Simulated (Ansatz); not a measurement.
# AlNi3: relaxing cell and atoms, part 2 of 2

The task, for AlNi3: 2 runs in a chain (relaxing cell and atoms).

Ansatz 0.2.0; DFT LDA, scalar-relativistic, plane waves, PAW. Earlier steps stand in the parts before.

## 3. Relaxing cell and atoms: 130 GPa

It takes the final geometry of an earlier run: starting moments are set anew.

Contents of input.yaml:

```yaml
crystal:
  lattice:
    - [3.480543831, 0.0, 0.0]
    - [0.0, 3.480543831, 0.0]
    - [0.0, 0.0, 3.480543831]
  atoms:
    - { symbol: Al, position: [0.0, 0.0, 0.0] }
    - { symbol: Ni, position: [0.0, 0.5, 0.5], spin: 0.5 }
    - { symbol: Ni, position: [0.5, 0.0, 0.5], spin: 0.5 }
    - { symbol: Ni, position: [0.5, 0.5, 0.0], spin: 0.5 }
magnetization:
  spin_polarized: true
scf:
  occupations: { method: gaussian, width: 0.05 }
output:
  forces: true
  stress: true
  populations: true
  write_density: true
  write_potential: true
  elf: true
  volumetric_format: npy
hamiltonian:
  xc: lda
relax:
  f_tol: 0.01
  cell: { stress_tol: 0.02, p_target: 130 }
kpoints:
  mp_grid: { grid: [20, 20, 20] }
```

On the command line:

```
$ ansatz run input.yaml --threads 4 --pin off --max-ram 8192MiB --backend cpu --events-out ev --progress --plain --runs-dir out
```

Log:

```text
Warning: RAYON_NUM_THREADS=4 ignored (pool sized by the plan → 4); use --threads N
Engine: ansatz 0.2.0, x86_64-unknown-linux-gnu
Pseudopotentials: kind: paw
Pseudopotential: Al, paw, valence charge 3, recommended cutoff 420 eV (normal), Al.paw.azcp
Pseudopotential: Ni, paw, valence charge 18, recommended cutoff 420 eV (normal), Ni.paw.azcp
Functional definition: SPW92
  exchange = slater_x
  correlation = pw_c
Crystal: 4 atoms, lattice volume = 42.164 Å³
Basis set: ecut = 420 eV, 799 PW (Γ)
Bands: 36, of which v1, the nominal top of the filled ones, is band 29 counted from 1 (28 counted from 0)
Symmetry: 48 space group operations
Space group: Pm-3m (ITA 221), of the structure as read, at distance tolerance 3.5e-5 Å
Magnetic group: BNS 221.92 (UNI 1594), of the structure as read, at distance tolerance 3.5e-5 Å
k-points: 286 of 8000
Non-local potential: Al, projectors of the file, l = 0: 2, l = 1: 2, l = 2: 1
Non-local potential: Ni, projectors of the file, l = 0: 3, l = 1: 2, l = 2: 3, l = 3: 1
PAW form: soft (Blöchl's): semilocal exchange-correlation on the pseudo side does not see the compensation charge
PAW frozen core: Al, regenerated for the run's functional, and the local potential with it (the file was generated under x = pbe(κ = 0.804, μ = 0.2195149727645171), c = pbe(β = 0.06672455060314922))
PAW frozen core: Ni, regenerated for the run's functional, and the local potential with it (the file was generated under x = pbe(κ = 0.804, μ = 0.2195149727645171), c = pbe(β = 0.06672455060314922))
PAW one-centre angular grid: Al, 110 points (default); XC on 64 Gauss nodes
PAW one-centre angular grid: Ni, 590 points (default); XC on 64 Gauss nodes
Initial density: superposition of atomic densities (chi_scale 0.1, normalization cell)
Starting moments: Σ|m| = 1.5 μB on 3 of 4 sites
Initial wavefunctions: pseudopotential atomic-orbital guess
Functional: x = slater, c = lda
SCF iter   1: F=—  HF=-17832.283276 eV  |F-HF|=—  |Δ(HF+E_count)|=         —  Δρ=6.51e-2 (↑6.51e-2 ↓6.39e-2)  dr2=3.75e0  dr2_m=4.36e-2  M=1.061 μB ∫|m|=1.319 μB  β_m=0.30  ethr=3.10e-3  ⟨swp⟩=5.5  Hψ=72394  notcnv=0  defer=109
Mixer restart at iter 1: flushing history
preconditioner: auto → Kerker (q_TF=auto, 2.869 Å⁻¹)  [metal: Δε(μ)=0.001 eV  Ē_g=8.203 eV  σ=0.050 eV  W_gap=0.01  n_scr=18 (ndim 8)  ℏωp=32.9 eV  f_vac=0.000  D(μ)=2.51/eV (n_scr^D=26)]
spin=Collinear: Kerker preconditioning applied to the charge; magnetization (m = ρ↑ − ρ↓) channel mixes plain (no charge-response kernel on spin).
SCF iter   2: F=—  HF=-17831.019370 eV  |F-HF|=—  |Δ(HF+E_count)|=    1.26e0  Δρ=2.54e-2 (↑1.47e-2 ↓2.54e-2)  dr2=3.58e-1  dr2_m=2.33e-2  M=1.055 μB ∫|m|=1.254 μB  β_m=0.29  ethr=3.10e-3  ⟨swp⟩=2.2  Hψ=36352  notcnv=0  defer=1201
SCF iter   3: F=—  HF=-17832.212395 eV  |F-HF|=—  |Δ(HF+E_count)|=    1.19e0  Δρ=2.26e-2 (↑1.19e-2 ↓2.26e-2)  dr2=3.61e-1  dr2_m=2.05e-2  M=1.011 μB ∫|m|=1.208 μB  β_m=0.64  ethr=6.27e-4  ⟨swp⟩=3.0  Hψ=35962  notcnv=0  defer=1188
SCF iter   4: F=—  HF=-17834.676848 eV  |F-HF|=—  |Δ(HF+E_count)|=    2.46e0  Δρ=3.50e-2 (↑1.77e-2 ↓3.50e-2)  dr2=9.61e-1  dr2_m=3.27e-2  M=0.799 μB ∫|m|=0.995 μB  β_m=0.30  ethr=6.27e-4  ⟨swp⟩=3.0  Hψ=35331  notcnv=0  defer=1184
SCF iter   5: F=-17834.855517 eV  HF=-17834.926455 eV  |F-HF|=7.09e-2  |Δ(HF+E_count)|=   2.50e-1  Δρ=8.87e-3 (↑8.87e-3 ↓8.00e-3)  dr2=8.59e-2  dr2_m=1.45e-2  M=0.746 μB ∫|m|=0.917 μB  β_m=0.59  ethr=6.27e-4  ⟨swp⟩=3.1  Hψ=39742  notcnv=0  defer=1161
SCF iter   6: F=-17834.882224 eV  HF=-17834.879140 eV  |F-HF|=3.08e-3  |Δ(HF+E_count)|=         —  Δρ=1.07e-2 (↑1.07e-2 ↓3.09e-3)  dr2=2.40e-2  dr2_m=1.31e-2  M=0.610 μB ∫|m|=0.738 μB  β_m=0.59  ethr=1.51e-4  ⟨swp⟩=2.2  Hψ=33828  notcnv=0  defer=1163
Mixer restart at iter 6: flushing history
SCF iter   7: F=—  HF=-17834.888498 eV  |F-HF|=—  |Δ(HF+E_count)|=   9.36e-3  Δρ=4.34e-3 (↑4.34e-3 ↓2.25e-3)  dr2=5.45e-3  dr2_m=3.43e-3  M=0.605 μB ∫|m|=0.724 μB  β_m=0.79  ethr=4.20e-5  ⟨swp⟩=2.0  Hψ=34835  notcnv=0  defer=1150
SCF iter   8: F=—  HF=-17834.897009 eV  |F-HF|=—  |Δ(HF+E_count)|=   8.51e-3  Δρ=5.68e-3 (↑5.68e-3 ↓5.54e-3)  dr2=2.92e-2  dr2_m=6.12e-6  M=0.607 μB ∫|m|=0.718 μB  β_m=0.59  ethr=9.57e-6  ⟨swp⟩=2.0  Hψ=38503  notcnv=0  defer=1150  recentre
SCF iter   9: F=—  HF=-17834.890305 eV  |F-HF|=—  |Δ(HF+E_count)|=   6.70e-3  Δρ=5.62e-4 (↑5.13e-4 ↓5.62e-4)  dr2=2.82e-4  dr2_m=1.05e-5  M=0.600 μB ∫|m|=0.708 μB  β_m=0.74  ethr=9.57e-6  ⟨swp⟩=2.0  Hψ=38483  notcnv=0  defer=1150
SCF iter  10: F=—  HF=-17834.890382 eV  |F-HF|=—  |Δ(HF+E_count)|=   7.69e-5  Δρ=4.51e-4 (↑3.95e-4 ↓4.51e-4)  dr2=1.80e-4  dr2_m=3.86e-7  M=0.600 μB ∫|m|=0.708 μB  β_m=0.87  ethr=4.96e-7  ⟨swp⟩=2.0  Hψ=29873  notcnv=0  defer=1148
SCF iter  11: F=—  HF=-17834.890349 eV  |F-HF|=—  |Δ(HF+E_count)|=   3.30e-5  Δρ=1.11e-4 (↑5.84e-5 ↓1.11e-4)  dr2=1.18e-5  dr2_m=9.47e-7  M=0.600 μB ∫|m|=0.708 μB  β_m=0.91  ethr=3.15e-7  ⟨swp⟩=2.1  Hψ=29981  notcnv=0  defer=1148
SCF iter  12: F=—  HF=-17834.890345 eV  |F-HF|=—  |Δ(HF+E_count)|=   4.54e-6  Δρ=1.04e-5 (↑8.23e-6 ↓1.04e-5)  dr2=1.14e-7  dr2_m=1.65e-9  M=0.600 μB ∫|m|=0.708 μB  β_m=0.95  ethr=2.08e-8  ⟨swp⟩=2.0  Hψ=24569  notcnv=0  defer=1148
SCF iter  13: F=—  HF=-17834.890345 eV  |F-HF|=—  |Δ(HF+E_count)|=   3.25e-8  Δρ=3.85e-6 (↑3.85e-6 ↓3.42e-6)  dr2=1.19e-9  dr2_m=4.68e-9  M=0.600 μB ∫|m|=0.708 μB  β_m=0.98  ethr=2.01e-10  ⟨swp⟩=2.0  Hψ=32552  notcnv=0  defer=1148
SCF iter  14: F=-17834.890345 eV  HF=-17834.890345 eV  |F-HF|=2.18e-11  |Δ(HF+E_count)|=  3.35e-10  Δρ=5.27e-7 (↑2.94e-7 ↓5.27e-7)  dr2=4.49e-11  dr2_m=4.86e-11  M=0.600 μB ∫|m|=0.708 μB  ethr=2.08e-12  ⟨swp⟩=4.7  Hψ=100922  notcnv=0
at 1 of the mixer's solves, the last at iteration 4, it left a direction of its history that read negative out of its fit and stepped the other way along it
SCF 1 converged in 14 iterations: F = -17834.890345 eV  dr2 = 4.49e-11
relax step   1: F+E_penalty+E_count = -17834.89034461 eV  Δ(F+E_penalty+E_count) = +0.000e0 eV  max|allowed force component| = 7.688e-29 eV/Å  Δτ_max = 0.0000 Å  P = -0.000 GPa  Ω = 42.164 Å³  (14 SCF iters, dr2 threshold 1.00e-7 eV, accepted)
[... 21 lines left out ...]
relax step   2: F+E_penalty+E_count = -17834.15048179 eV  Δ(F+E_penalty+E_count) = +7.399e-1 eV  max|allowed force component| = 9.861e-29 eV/Å  Δτ_max = 0.0000 Å  P = +46.690 GPa  Ω = 36.293 Å³  energy of the carried Pulay correction = +4.270e-3 eV  (12 SCF iters, dr2 threshold 4.00e-7 eV, accepted)
[... 21 lines left out ...]
relax step   3: F+E_penalty+E_count = -17831.30028372 eV  Δ(F+E_penalty+E_count) = +2.850e0 eV  max|allowed force component| = 4.280e-29 eV/Å  Δτ_max = 0.0000 Å  P = +137.053 GPa  Ω = 30.994 Å³  energy of the carried Pulay correction = +8.715e-3 eV  (13 SCF iters, dr2 threshold 4.00e-7 eV, accepted)
[... 16 lines left out ...]
relax step   4: F+E_penalty+E_count = -17831.59586193 eV  Δ(F+E_penalty+E_count) = -2.956e-1 eV  max|allowed force component| = 4.612e-29 eV/Å  Δτ_max = 0.0000 Å  P = +128.607 GPa  Ω = 31.351 Å³  energy of the carried Pulay correction = +8.395e-3 eV  (11 SCF iters, dr2 threshold 4.00e-7 eV, accepted)
[... 13 lines left out ...]
relax step   5: F+E_penalty+E_count = -17831.54793035 eV  Δ(F+E_penalty+E_count) = +4.793e-2 eV  max|allowed force component| = 1.029e-29 eV/Å  Δτ_max = 0.0000 Å  P = +129.980 GPa  Ω = 31.292 Å³  energy of the carried Pulay correction = +8.448e-3 eV  (8 SCF iters, dr2 threshold 4.00e-7 eV, accepted)
[... 16 lines left out ...]
relax step   6: F+E_penalty+E_count = -17831.54071095 eV  Δ(F+E_penalty+E_count) = +7.219e-3 eV  max|allowed force component| = 1.510e-29 eV/Å  Δτ_max = 0.0000 Å  P = +130.007 GPa  Ω = 31.292 Å³  stress off target by 7.37e-3 GPa  SCF on the basis re-selected at this cell (its energy is not comparable with the rows above)  (11 SCF iters)
basis re-selected at this cell: Δ(F+E_penalty+E_count) = +7.219e-3 eV, ΔP = +0.027 GPa vs the last step (what re-selecting the basis moved, of the pressure what is left beyond the Pulay correction that the steps carried, after the strain that the cell walked since its last selection, with what the two solves' SCF thresholds leave and, on support functions, any second-order correction that the steps lacked; it is no measure of the basis error at this ecutwfc). This SCF's stress stands 7.37e-3 GPa from its target on what of the cell is left free (relax.cell.stress_tol is 2.00e-2 GPa) and its largest allowed force component is 1.51e-29 eV/Å (relax.f_tol is 1.00e-2 eV/Å): within both
SCF converged after 11 iterations
Magnetization: 0.0000 μB (28.5000 up, 28.5000 down)
Absolute magnetization: 0.0000 μB (∫|ρ↑−ρ↓|, with the PAW one-centre terms)
Spin contamination: 0.0000 ħ² per cell (⟨S²⟩ above its minimum at these occupations)
Per-site moments (μB) at R_I (Å): [(-2.427319716232644e-8, 0.9191499862762857), (5.220283277696538e-7, 0.9191499862762857), (5.2202832823755e-7, 0.9191499862762857), (5.220283278892785e-7, 0.9191499862762857)]
Free energy (F): -17831.540711 eV
Harris-Foulkes:  -17831.540711 eV  (|F-HF|=3.64e-12)
Internal energy: -17831.535742 eV  (E = F + TS)
E sigma→0 (E₀):  -17831.538227 eV
Entropy (-TS):   -0.004969 eV (-1.242 meV/atom)
Fermi energy:    24.112891 eV
--- Per-component energies (eV) ---
  E_band       = -508.763425
  E_kinetic    = 917.696399
  E_local      = -10319.576321  (includes V_loc(G=0)·N_el)
  E_nonlocal   = 1930.212113
  E_hartree    = 4461.452335
  E_xc         = -311.649225
  E_vxc        = -381.783993  (∫ρ·V_xc dr)
  E_paw        = -5133.042189  (= ΣΔE_a)
  E_vpaw       = -1578.217681  (= ΣTr[D̂ρ^β])
  E_aug_tail   = 0.001164  (compensation charges beyond the density's cutoff)
  E_ewald      = -9377.988096
  E_core_change = 1.358078  (= ΣΔE_core)
  E_smearing   = -0.004969  (= −TS)
  E_closure    = -0.000000  (closes the sum)
  Σ components = -17831.540711   (vs F -17831.540711, Δ=0.00e0)
--- Forces (eV/Å), atoms counted from 1 ---
  atom   1  Al    -0.00000000     0.00000000    -0.00000000
  atom   2  Ni     0.00000000     0.00000000     0.00000000
  atom   3  Ni     0.00000000     0.00000000     0.00000000
  atom   4  Ni    -0.00000000    -0.00000000    -0.00000000
  max |Σ_I F_I| component: 1.11e-29 eV/Å
--- Stress (GPa, compression-positive) ---
      130.007373      -0.000000      -0.000000
       -0.000000     130.007373       0.000000
       -0.000000       0.000000     130.007373
  P = ⅓ Tr σ = 130.0074 GPa (1300.074 kbar)
--- Band table (eV; the first three rows and the last of 572) ---
  k-point 0 ↑: bands = ["-78.8455", "-78.7017", "-78.7017", "-39.8811", "-39.8811", "-39.8811", "-39.6163", "-39.6163", "-39.6163", "-39.3733", "-39.3733", "-39.3733", "11.4011", "17.0934", "18.1631", "18.1631", "18.7422", "18.7422", "18.7422", "22.0104", "22.0104", "22.0104", "23.4212", "23.4212", "24.0334", "24.4464", "24.4464", "24.4464", "25.1588", "25.1588", "25.1588", "33.0150", "33.0150", "35.4342", "39.6907", "39.6907"]
[... 3 lines left out ...]
--- Relaxed structure (5 steps of the walk, 5 accepted, 1 SCFs on fresh bases) ---
  F+E_penalty+E_count = -17831.54071095 eV   max|allowed force component| = 1.510e-29 eV/Å   (the final SCF, on the basis selected at the relaxed cell)
  cell:  # Å, volume = 31.2919 Å³
    - [3.1512106095684063, 7.543225615516672e-34, -2.8246972517679458e-33]
    - [7.543225615516672e-34, 3.1512106095684063, 0.0]
    - [-2.5679065925163142e-33, 0.0, 3.1512106095684063]
  atoms:
    - { symbol: Al, position: [2.1903107866631e-35, -5.691926057477504e-36, 2.8819878773009743e-37] }
    - { symbol: Ni, position: [-5.763975754391292e-36, 0.5, 0.5] }
    - { symbol: Ni, position: [0.5, -2.2335406048141087e-36, 0.5] }
    - { symbol: Ni, position: [0.5, 0.5, -8.645963631646637e-37] }
--- Löwdin populations: 4 sites ---
  site symbol       q [e]    m [muB]
     0     Al      3.4020    -0.0000
     1     Ni     17.6820     0.0000
     2     Ni     17.6820     0.0000
     3     Ni     17.6820     0.0000
  spilling = 0.009684 (of n_electrons = 57.000000)
```

Wall time 52 s (4 threads of Intel Xeon 6975P-C (Granite Rapids), shared host); peak memory 0.98 GiB.

Relaxation path:

```csv
step,energy from step 1 (eV/cell),largest force component (eV/Å),pressure (GPa),volume (Å³)
1,0.0000,0.0000,0.00,42.16
2,0.7399,0.0000,46.69,36.29
3,3.5901,0.0000,137.05,30.99
4,3.2945,0.0000,128.61,31.35
5,3.3424,0.0000,129.98,31.29
6,3.3496,0.0000,130.01,31.29
```

Step 1 is the start. Step 6 repeats the geometry before it on a plane-wave basis chosen anew for that cell, so its energy need not be comparable with the rows above.

«Before» is this run's own start.

|  | before | after | change |
| --- | --- | --- | --- |
| a (Å) | 3.481 | 3.151 | -9.5 % |
| b (Å) | 3.481 | 3.151 | -9.5 % |
| c (Å) | 3.481 | 3.151 | -9.5 % |
| volume (Å³/atom) | 10.54 | 7.82 | -25.8 % |
| shortest distance (Å) | 2.461 | 2.228 | -9.5 % |
| space group (0.01 Å) | Pm-3m | Pm-3m | same |

The run keeps the 48 symmetry operations of the start, so it could not have lowered the symmetry.

Per atom:

```tsv
atom	Löwdin electrons
Al1	3.40
Ni2	17.68
Ni3	17.68
Ni4	17.68
```

The Löwdin counts miss 0.55 of the 57 electrons, which the atomic orbitals do not span, so they are no charges.

Density in a lattice plane of the grid's cell (edges 3.15 and 3.15 Å, at 1.000 of the third edge), which holds Al and Ni.

Ten even steps from ' ' (0.08 e/Å³) to '@' (60.50 e/Å³):
```
                                                
                                                
                                                
                                                
                                                
                                                
                    ..........                  
                  ..::--==--::..                
                ..::==**##**==::..              
                ..::++##@@##++::..              
                ..::==**##**==::..              
                  ..::--==--::..                
                    ..........                  
                                                
                                                
                                                
                                                
                                                
                                                
                                                
```
Columns run along the first of these edges and rows up along the second, over one cell in 24 and 20 even steps from the bottom left corner. Atoms in the plane (fractional): Al at (0.00, 0.00), Ni at (0.50, 0.50).

ELF in the same plane.

Ten even steps from ' ' (0.01) to '@' (0.73):
```
          ::==++++++++======++++++++==::        
        ..--==++++++==========++++++==--..      
      ..--==++++++==----------==++++++==--..    
....::--==++++====------::------====++++==--::..
----==++++++====------------------====++++++==--
++++++++++==--------------------------==++++++++
++++++++==--------====++++++====--------==++++++
++++====--------====++**##**++====--------====++
========--------==++##%%%%%%##++==--------======
======----::----==++##@@@@@@##++==----::----====
========--------==++##%%%%%%##++==--------======
++++====--------====++**##**++====--------====++
++++++++==--------====++++++====--------==++++++
++++++++++==--------------------------==++++++++
----==++++++====------------------====++++++==--
....::--==++++====------::------====++++==--::..
      ..--==++++++==----------==++++++==--..    
        ..--==++++++==========++++++==--..      
          ::==++++++++======++++++++==::        
          ..--==++++++======++++++==--..        
```
Columns run along the first of these edges and rows up along the second, over one cell in 24 and 20 even steps from the bottom left corner. Atoms in the plane (fractional): Al at (0.00, 0.00), Ni at (0.50, 0.50).

Both are smooth fields of the valence electrons: close to the nuclei they are not physical.

The highest ELF values outside the cores: 0.50 beside Al, off the lines to its neighbours, 1.0 Å from Al.

## 4. Results

This closing draws on all 2 parts.

| step | volume (Å³/atom) | pressure (GPa) | energy above the lowest (meV/atom) | gap on the mesh (eV) | time |
| --- | --- | --- | --- | --- | --- |
| 2 | 8.32 | 90.0 | 0.0 | 0.00 | 51 s |
| 3 | 7.82 | 130.0 | 336.1 | 0.00 | 52 s |

In words: The values hold for the settings typed; their convergence was not tested in this session.
